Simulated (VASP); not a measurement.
Computed with LDA (Ceperley-Alder, Perdew-Zunger), VASP's LDA PAW potentials (set 64) (plane waves; VASP).

The input files of a VASP run:

**KPOINTS**
```
Automatic mesh
0
Gamma
8 8 8
0 0 0
```

File POSCAR:
```
CaF2
2.6688410
  0.0000000000   1.0000001622   1.0000001622
  1.0000001622   0.0000000000   1.0000001622
  1.0000001622   1.0000001622   0.0000000000
Ca F
1 2
Cartesian
  1.0000001622   0.0000000000   1.0000001622
  0.5000000811   0.5000000811   0.5000000811
  1.5000002434   1.5000002434   1.5000002434
```

**INCAR**
```
# general
SYSTEM  =  CaF2
PREC    =  Accurate
ENCUT   =  520
LREAL   =  .FALSE.
LASPH   =  .TRUE.

# electronic loop
EDIFF   =  1E-7
NELM    =  100
ALGO    =  Normal

# smearing
ISMEAR  =  -5

# ions
ISIF    =  2

# output
LWAVE   =  .FALSE.
LCHARG  =  .TRUE.
LORBIT  =  11
NEDOS   =  601

# other
LEFG    =  .TRUE.
```

POTCAR, in this order: Ca_sv F (LDA.64 set). Program: vasp_std.

What VASP printed:

### OSZICAR
```
       N       E                     dE             d eps       ncg     rms          rms(c)
DAV:   1     0.222480349028E+03    0.22248E+03   -0.14191E+04   928   0.155E+03
DAV:   2    -0.112395082836E+02   -0.23372E+03   -0.23139E+03  1176   0.395E+02
DAV:   3    -0.199731599908E+02   -0.87337E+01   -0.87266E+01  1112   0.878E+01
DAV:   4    -0.202854635304E+02   -0.31230E+00   -0.31225E+00  1576   0.123E+01
DAV:   5    -0.202875275940E+02   -0.20641E-02   -0.20640E-02  1072   0.103E+00    0.770E+00
DAV:   6    -0.190671631046E+02    0.12204E+01   -0.64475E+00   936   0.185E+01    0.308E+00
DAV:   7    -0.190266703950E+02    0.40493E-01   -0.18230E-01  1200   0.407E+00    0.162E+00
DAV:   8    -0.190067490110E+02    0.19921E-01   -0.27456E-02  1232   0.209E+00    0.179E-01
DAV:   9    -0.190071872018E+02   -0.43819E-03   -0.45428E-03  1384   0.540E-01    0.116E-01
DAV:  10    -0.190073522080E+02   -0.16501E-03   -0.30629E-04  1144   0.161E-01    0.321E-02
DAV:  11    -0.190073451171E+02    0.70910E-05   -0.53699E-05  1096   0.801E-02    0.103E-02
DAV:  12    -0.190073447740E+02    0.34310E-06   -0.94346E-06  1424   0.296E-02    0.250E-03
DAV:  13    -0.190073448507E+02   -0.76676E-07   -0.85162E-07  1168   0.854E-03
   1 F= -.19007345E+02 E0= -.19007345E+02  d E =0.000000E+00
```

OUTCAR:
```
------------------------ aborting loop because EDIFF is reached ----------------------------------------
  FORCE on cell =-STRESS in cart. coord.  units (eV):
  Direction    XX          YY          ZZ          XY          YZ          ZX
  --------------------------------------------------------------------------------------
  Total       -0.0074983     -0.0074983     -0.0074983     -0.0000000      0.0000000      0.0000000
  in kB       -0.3159902     -0.3159902     -0.3159902     -0.0000000      0.0000000      0.0000000
  external PRESSURE =      -0.3159902 kB  Pullay stress =       0.0000000 kB
  volume of cell :       38.02
      direct lattice vectors                 reciprocal lattice vectors
     0.000000000  2.668841433  2.668841433    -0.187347211  0.187347211  0.187347211
     2.668841433  0.000000000  2.668841433     0.187347211 -0.187347211  0.187347211
     2.668841433  2.668841433  0.000000000     0.187347211  0.187347211 -0.187347211
 POSITION                                       TOTAL-FORCE (eV/Angst)
 -----------------------------------------------------------------------------------
      0.00000      0.00000      0.00000        -0.000000      0.000000      0.000000
      1.33442      1.33442      1.33442         0.000000      0.000000      0.000000
      4.00326      4.00326      4.00326        -0.000000     -0.000000     -0.000000
 -----------------------------------------------------------------------------------
    total drift:                                0.000000      0.000000      0.000000
  FREE ENERGIE OF THE ION-ELECTRON SYSTEM (eV)
  ---------------------------------------------------
  free  energy   TOTEN  =       -19.0073448507 eV

  energy  without entropy=      -19.0073448507  energy(sigma->0) =      -19.00734485

 total charge

# of ion       s       p       d       tot
------------------------------------------
    1        2.026   5.873   0.258   8.157
    2        1.725   4.376   0.000   6.101
    3        1.725   4.376   0.000   6.101
--------------------------------------------------
tot          5.477  14.625   0.258  20.360

 Electric field gradients after diagonalization (V/A^2)
 (convention: |V_zz| > |V_xx| > |V_yy|)
----------------------------------------------------------------------
 ion       V_xx      V_yy      V_zz     asymmetry (V_yy - V_xx)/ V_zz
----------------------------------------------------------------------
   1      -0.001    -0.001     0.001       0.000
   2      -0.007    -0.007     0.015       0.000
   3      -0.007    -0.007     0.015       0.000
```
(Selected blocks of OUTCAR.)

OUTCAR:
```
 val. band max:       -0.9672952624   @ k =   0.5000   0.5000   0.0000

 cond. band min:       6.3476298253   @ k =   0.0000   0.0000   0.0000


 Fermi energy:        -0.9470744236

 k-point     1 :       0.0000    0.0000    0.0000
  band No.  band energies     occupation
      1     -36.0881      2.00000
      2     -20.6741      2.00000
      3     -19.7408      2.00000
      4     -17.3264      2.00000
      5     -17.3264      2.00000
      6     -17.3264      2.00000
      7      -3.3710      2.00000
      8      -3.3710      2.00000
      9      -3.3710      2.00000
     10      -1.2392      2.00000
     11      -1.2392      2.00000
     12      -1.2392      2.00000
     13       6.3476      0.00000
     14       8.3143      0.00000
     15       8.3143      0.00000
     16      10.7796      0.00000

 k-point     2 :       0.1250    0.0000    0.0000
  band No.  band energies     occupation
      1     -36.0801      2.00000
      2     -20.7282      2.00000
      3     -19.7926      2.00000
      4     -17.3355      2.00000
      5     -17.3355      2.00000
      6     -17.2403      2.00000
      7      -3.2896      2.00000
      8      -3.2896      2.00000
      9      -3.2141      2.00000
     10      -1.4442      2.00000
     11      -1.3204      2.00000
     12      -1.3204      2.00000
     13       6.7657      0.00000
     14       8.3559      0.00000
     15       8.3559      0.00000
     16      10.6075      0.00000

 k-point     3 :       0.2500    0.0000    0.0000
  band No.  band energies     occupation
      1     -36.0608      2.00000
      2     -20.8229      2.00000
      3     -19.9549      2.00000
      4     -17.3573      2.00000
      5     -17.3573      2.00000
      6     -17.0218      2.00000
      7      -3.0787      2.00000
      8      -3.0787      2.00000
      9      -2.8446      2.00000
     10      -1.8699      2.00000
     11      -1.5228      2.00000
     12      -1.5228      2.00000
     13       7.6891      0.00000
...
```

The compound is CaF2 in the fluorite structure. It was relaxed first, which changed the volume by -7 %.
